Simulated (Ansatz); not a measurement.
# Pt: a line through a two-coordinate scan, part 1 of 2

How does the energy of Pt (P6_3/mmc, No. 194; 2 atoms in the cell) vary with volume per atom, at total spin moment of the cell, held fixed = 1.0 μB?

This is Pt in the hcp structure; at room conditions it is fcc.

Method: DFT LDA, scalar-relativistic, plane waves, PAW, in Ansatz 0.2.0.

59 further runs of the same task are left out: 59 set aside as unsound or not needed. Runs told in other sessions of the task aren't counted.

## (1) The structure to begin with

It takes space group P6_3/mmc (No. 194, hexagonal). The conventional cell has a = 2.708 Å, b = 2.708 Å, c = 4.677 Å, α = 90.00°, β = 90.00°, γ = 120.00°. Pt (site symmetry -6m2) is surrounded by 12 Pt at 2.71 to 2.81 Å.

As a file:

```xyz
2
Lattice="2.7083 0.0000 0.0000 -1.3541 2.3455 0.0000 0.0000 0.0000 4.6765" Properties=species:S:1:pos:R:3 pbc="T T T"
Pt    1.3541    0.7818    3.5074
Pt    0.0000    1.5636    1.1691
```

It goes back to an entry of the Materials Project, which need not be the stable form.

This cell was relaxed beforehand with the same method: volume 14.85 Å³/atom, gap on the mesh none (metal).

## (2) The scan

The energy is mapped over volume and a fixed ferromagnetic moment.

- volume per atom: 9 values from 12.18 to 17.53 Å³
- total spin moment of the cell, held fixed: 11 values from 0.0 to 1.0 μB

Nothing else is relaxed (shape and fractional coordinates fixed). Points are written as (first, second).

## (3) Grid point (12.18 Å³, 1.0 μB)

input.yaml reads:

```yaml
crystal:
  lattice:
    - [2.5349048657, 0.0, 0.0]
    - [-1.2674524328, 2.1952920098, 0.0]
    - [0.0, 0.0, 4.3771120513]
  atoms:
    - { symbol: Pt, position: [0.6666666667, 0.3333333333, 0.75], spin: 0.5 }
    - { symbol: Pt, position: [0.3333333333, 0.6666666667, 0.25], spin: 0.5 }
basis:
  ecutwfc: 420
kpoints:
  mp_grid: { grid: [21, 21, 10] }
hamiltonian:
  xc: lda
  pseudopotentials: { kind: paw, azcp: { folder: soft_1 } }
scf:
  occupations: { method: gaussian, width: 0.15 }
  lower_state_search: "off"
output:
  forces: true
  stress: true
  eigenvalues: true
  populations: true
magnetization:
  spin_polarized: true
  initial_magnetization: 1.0
  spin_locking: { lock_magnetization: hard }
```

Command:

```
> ansatz run input.yaml --threads 2 --pin off --max-ram 4096MiB --backend cpu --events-out ev --progress --plain --runs-dir out
```

The log of the run, cut to the lines that bear on the results:

```text
Warning: <dir> the record states the generating functional pbe (its physics header spells it `PBE`), which answers neither for hamiltonian.xc's functional nor for the lda family's — results may be inconsistent (PPs are generated against a specific XC)
Warning: output.stress: scf.convergence.dr2_threshold = 1e-7 eV (the SCF's general default) is looser than the 2e-10 eV advised for a printed stress (1e-10 eV for each atom of the cell: 2). What an SCF threshold leaves in a stress goes as its square root, and in the free energy as the [...]
Warning: RAYON_NUM_THREADS=2 ignored (pool sized by the plan → 2); use --threads N
[...]
Pseudopotentials: kind: paw
Pseudopotential: Pt, paw, valence charge 18, recommended cutoff 420 eV (normal), <dir>
Functional definition: SPW92
[...]
Crystal: 2 atoms, lattice volume = 24.358 Å³
Basis set: ecut = 420 eV, 513 PW (Γ)
Bands: 23, of which v1, the nominal top of the filled ones, is band 18 counted from 1 (17 counted from 0)
Symmetry: 24 space group operations
Space group: P63/mmc (ITA 194), of the structure as read, at distance tolerance 2.9e-5 Å
Magnetic group: BNS 194.263 (UNI 1493), of the structure as read, at distance tolerance 2.9e-5 Å
k-points: 288 of 4410
[...]
Starting moments: Σ|m| = 1 μB on 2 of 2 sites
[...]
SCF iter   1: F=—  HF=-24491.504594 eV  |F-HF|=—  |Δ(HF+E_count)|=         —  Δρ=4.89e-2 (↑4.43e-2 ↓4.89e-2)  dr2=1.56e0  dr2_m=2.04e-2  M=1.000 μB ∫|m|=1.000 μB  β_m=0.30  ethr=3.10e-3  ⟨swp⟩=4.9  Hψ=54461  notcnv=0
[...]
spin=Collinear: Kerker preconditioning applied to the charge; magnetization (m = ρ↑ − ρ↓) channel mixes plain (no charge-response kernel on spin).
[...]
SCF iter   7: F=-24490.938820 eV  HF=-24490.938820 eV  |F-HF|=3.17e-9  |Δ(HF+E_count)|=   2.01e-8  Δρ=3.25e-6 (↑3.14e-6 ↓3.25e-6)  dr2=7.21e-9  dr2_m=4.05e-12  M=1.000 μB ∫|m|=1.001 μB  ethr=2.78e-10  ⟨swp⟩=6.0  Hψ=44872  notcnv=0
[...]
SCF converged after 7 iterations
Stability checked in part: among states of this total moment the steps that led to this state did not find it unstable. No probe was made; neither looks for a lower state of another moment (fixed_total_moment; see scf.lower_state_search)
Magnetization: 1.0000 μB (18.5000 up, 17.5000 down)
Absolute magnetization: 1.0006 μB (∫|ρ↑−ρ↓|, with the PAW one-centre terms)
Spin contamination: 0.0004 ħ² per cell (⟨S²⟩ above its minimum at these occupations)
Per-site moments (μB) at R_I (Å): [(0.4738340189547599, 1.0456482570838694), (0.4738340189547602, 1.0456482570838694)]
Free energy (F): -24490.938820 eV
[...]
E sigma→0 (E₀):  -24490.927416 eV
Entropy (-TS):   -0.022808 eV (-11.404 meV/atom)
Fermi energy:    30.458627 (↑ 30.729748, ↓ 30.187506) eV
[...]
--- Forces (eV/Å), atoms counted from 1 ---
  atom   1  Pt    -0.00000000    -0.00000000     0.00000000
  atom   2  Pt    -0.00000000     0.00000000     0.00000000
[...]
--- Stress (GPa, compression-positive) ---
      109.760572       0.000000       0.000000
        0.000000     109.760572       0.000000
        0.000000       0.000000      90.190012
  P = ⅓ Tr σ = 103.2371 GPa (1032.371 kbar)
--- Band table (eV; the first three rows and the last of 576) ---
  k-point 0 ↑: bands = ["-69.2788", "-69.2075", "-23.8165", "-23.0253", "-23.0253", "-22.9279", "-22.9219", "-22.9219", "17.4863", "20.2594", "24.2912", "25.0788", "25.0788", "25.6655", "25.6655", "27.4031", "27.4031", "28.4615", "29.8821", "29.8821", "36.9417", "44.6823", "45.6775"]
[...]
--- Löwdin populations: 2 sites ---
  site symbol       q [e]    m [muB]
     0     Pt     17.8356     0.4994
     1     Pt     17.8356     0.4994
  spilling = 0.009134 (of n_electrons = 36.000000)
```

Run time: 4.3 s. Hardware: 2 threads of Intel Xeon 6975P-C (Granite Rapids), shared host; peak memory 0.54 GiB.

## (4) The run at (12.85 Å³, 1.0 μB)

input.yaml: that of step 3 with these lines changed.

```diff
@@ -2,5 +2,5 @@
   lattice:
-    - [2.5349048657, 0.0, 0.0]
-    - [-1.2674524328, 2.1952920098, 0.0]
-    - [0.0, 0.0, 4.3771120513]
+    - [2.5804946569, 0.0, 0.0]
+    - [-1.2902473284, 2.2347739272, 0.0]
+    - [0.0, 0.0, 4.4558335951]
   atoms:
```

Command:

```
> ansatz run input.yaml --threads 2 --pin off --max-ram 4096MiB --backend cpu --events-out ev --progress --plain --runs-dir out
```

The log of the run, cut to the lines that bear on the results:

```text
[...]
SCF converged after 7 iterations
Stability checked in part: among states of this total moment the steps that led to this state did not find it unstable. No probe was made; neither looks for a lower state of another moment (fixed_total_moment; see scf.lower_state_search)
Magnetization: 1.0000 μB (18.5000 up, 17.5000 down)
Absolute magnetization: 1.0010 μB (∫|ρ↑−ρ↓|, with the PAW one-centre terms)
Spin contamination: 0.0005 ħ² per cell (⟨S²⟩ above its minimum at these occupations)
Per-site moments (μB) at R_I (Å): [(0.4771391518962687, 1.0644540459699618), (0.47713915189626877, 1.0644540459699618)]
Free energy (F): -24491.639408 eV
[...]
E sigma→0 (E₀):  -24491.627028 eV
Entropy (-TS):   -0.024762 eV (-12.381 meV/atom)
Fermi energy:    28.453372 (↑ 28.689025, ↓ 28.217720) eV
[...]
--- Forces (eV/Å), atoms counted from 1 ---
  atom   1  Pt    -0.00000000    -0.00000000     0.00000000
  atom   2  Pt     0.00000000     0.00000000     0.00000000
[...]
--- Stress (GPa, compression-positive) ---
       71.125510       0.000000       0.000000
        0.000000      71.125510       0.000000
        0.000000       0.000000      56.588700
  P = ⅓ Tr σ = 66.2799 GPa (662.799 kbar)
--- Band table (eV; the first three rows and the last of 576) ---
  k-point 0 ↑: bands = ["-71.0336", "-70.9786", "-25.4634", "-24.8276", "-24.8276", "-24.7415", "-24.7415", "-24.7322", "16.1670", "18.9390", "22.7717", "23.5003", "23.5003", "24.0353", "24.0353", "25.6438", "25.6438", "26.6962", "27.9167", "27.9167", "34.4700", "42.9151", "43.8365"]
[...]
--- Löwdin populations: 2 sites ---
  site symbol       q [e]    m [muB]
     0     Pt     17.8379     0.5002
     1     Pt     17.8379     0.5002
  spilling = 0.009007 (of n_electrons = 36.000000)
```

It took 4.7 s on 2 threads of Intel Xeon 6975P-C (Granite Rapids), shared host; peak memory 0.54 GiB.

## (5) Point (13.52 Å³, 1.0 μB)

input.yaml: that of step 4 with these lines changed.

```diff
@@ -2,5 +2,5 @@
   lattice:
-    - [2.5804946569, 0.0, 0.0]
-    - [-1.2902473284, 2.2347739272, 0.0]
-    - [0.0, 0.0, 4.4558335951]
+    - [2.6244633715, 0.0, 0.0]
+    - [-1.3122316858, 2.272851951, 0.0]
+    - [0.0, 0.0, 4.5317559673]
   atoms:
```

Command:

```
> ansatz run input.yaml --threads 2 --pin off --max-ram 4096MiB --backend cpu --events-out ev --progress --plain --runs-dir out
```

The log of the run, cut to the lines that bear on the results:

```text
[...]
SCF converged after 7 iterations
Stability checked in part: among states of this total moment the steps that led to this state did not find it unstable. No probe was made; neither looks for a lower state of another moment (fixed_total_moment; see scf.lower_state_search)
Magnetization: 1.0000 μB (18.5000 up, 17.5000 down)
Absolute magnetization: 1.0015 μB (∫|ρ↑−ρ↓|, with the PAW one-centre terms)
Spin contamination: 0.0005 ħ² per cell (⟨S²⟩ above its minimum at these occupations)
Per-site moments (μB) at R_I (Å): [(0.4801037165488259, 1.0825911407388065), (0.48010371654882583, 1.0825911407388065)]
Free energy (F): -24492.070520 eV
[...]
E sigma→0 (E₀):  -24492.057203 eV
Entropy (-TS):   -0.026634 eV (-13.317 meV/atom)
Fermi energy:    26.648598 (↑ 26.853867, ↓ 26.443330) eV
[...]
--- Forces (eV/Å), atoms counted from 1 ---
  atom   1  Pt     0.00000000     0.00000000     0.00000000
  atom   2  Pt    -0.00000000     0.00000000    -0.00000000
[...]
--- Stress (GPa, compression-positive) ---
       41.940158       0.000000       0.000000
        0.000000      41.940158      -0.000000
        0.000000      -0.000000      31.366263
  P = ⅓ Tr σ = 38.4155 GPa (384.155 kbar)
--- Band table (eV; the first three rows and the last of 576) ---
  k-point 0 ↑: bands = ["-72.6192", "-72.5763", "-26.9623", "-26.4500", "-26.4500", "-26.3777", "-26.3777", "-26.3563", "14.9900", "17.7473", "21.3939", "22.0699", "22.0699", "22.5597", "22.5597", "24.0535", "24.0535", "25.1232", "26.1452", "26.1452", "32.2504", "41.2992", "42.1516"]
[...]
--- Löwdin populations: 2 sites ---
  site symbol       q [e]    m [muB]
     0     Pt     17.8406     0.5009
     1     Pt     17.8406     0.5009
  spilling = 0.008853 (of n_electrons = 36.000000)
```

Run time: 4.9 s. Hardware: 2 threads of Intel Xeon 6975P-C (Granite Rapids), shared host; peak memory 0.55 GiB.

## (6) The run at (14.19 Å³, 1.0 μB)

input.yaml: that of step 5 with these lines changed.

```diff
@@ -2,5 +2,5 @@
   lattice:
-    - [2.6244633715, 0.0, 0.0]
-    - [-1.3122316858, 2.272851951, 0.0]
-    - [0.0, 0.0, 4.5317559673]
+    - [2.667068898, 0.0, 0.0]
+    - [-1.333534449, 2.3097494193, 0.0]
+    - [0.0, 0.0, 4.6053244732]
   atoms:
```

Command:

```
> ansatz run input.yaml --threads 2 --pin off --max-ram 4096MiB --backend cpu --events-out ev --progress --plain --runs-dir out
```

The log of the run, cut to the lines that bear on the results:

```text
Warning: <dir> the record states the generating functional pbe (its physics header spells it `PBE`), which answers neither for hamiltonian.xc's functional nor for the lda family's — results may be inconsistent (PPs are generated against a specific XC)
Warning: output.stress: scf.convergence.dr2_threshold = 1e-7 eV (the SCF's general default) is looser than the 2e-10 eV advised for a printed stress (1e-10 eV for each atom of the cell: 2). What an SCF threshold leaves in a stress goes as its square root, and in the free energy as the [...]
Warning: RAYON_NUM_THREADS=2 ignored (pool sized by the plan → 2); use --threads N
[...]
[... 3 set-up lines as earlier in the session ...]
[...]
Crystal: 2 atoms, lattice volume = 28.370 Å³
Basis set: ecut = 420 eV, 549 PW (Γ)
Bands: 23, of which v1, the nominal top of the filled ones, is band 18 counted from 1 (17 counted from 0)
[... 1 set-up line as earlier in the session ...]
Space group: P63/mmc (ITA 194), of the structure as read, at distance tolerance 3.0e-5 Å
[...]
Magnetization: 1.0000 μB (18.5000 up, 17.5000 down)
Absolute magnetization: 1.0023 μB (∫|ρ↑−ρ↓|, with the PAW one-centre terms)
Spin contamination: 0.0006 ħ² per cell (⟨S²⟩ above its minimum at these occupations)
Per-site moments (μB) at R_I (Å): [(0.482780219217681, 1.1001659204222929), (0.4827802192176808, 1.1001659204222929)]
Free energy (F): -24492.299125 eV
[...]
E sigma→0 (E₀):  -24492.284886 eV
Entropy (-TS):   -0.028478 eV (-14.239 meV/atom)
Fermi energy:    25.011742 (↑ 25.190704, ↓ 24.832780) eV
[...]
--- Forces (eV/Å), atoms counted from 1 ---
  atom   1  Pt    -0.00000000    -0.00000000     0.00000000
  atom   2  Pt     0.00000000     0.00000000     0.00000000
[...]
--- Stress (GPa, compression-positive) ---
       19.790908       0.000000       0.000000
        0.000000      19.790908       0.000000
        0.000000       0.000000      12.360036
  P = ⅓ Tr σ = 17.3140 GPa (173.140 kbar)
--- Band table (eV; the first three rows and the last of 576) ---
[... band rows left out ...]
[...]
--- Löwdin populations: 2 sites ---
  site symbol       q [e]    m [muB]
     0     Pt     17.8438     0.5016
     1     Pt     17.8438     0.5016
  spilling = 0.008680 (of n_electrons = 36.000000)
```

It took 5.1 s on 2 threads of Intel Xeon 6975P-C (Granite Rapids), shared host; peak memory 0.56 GiB.

(Continued in part 2 of 2.)
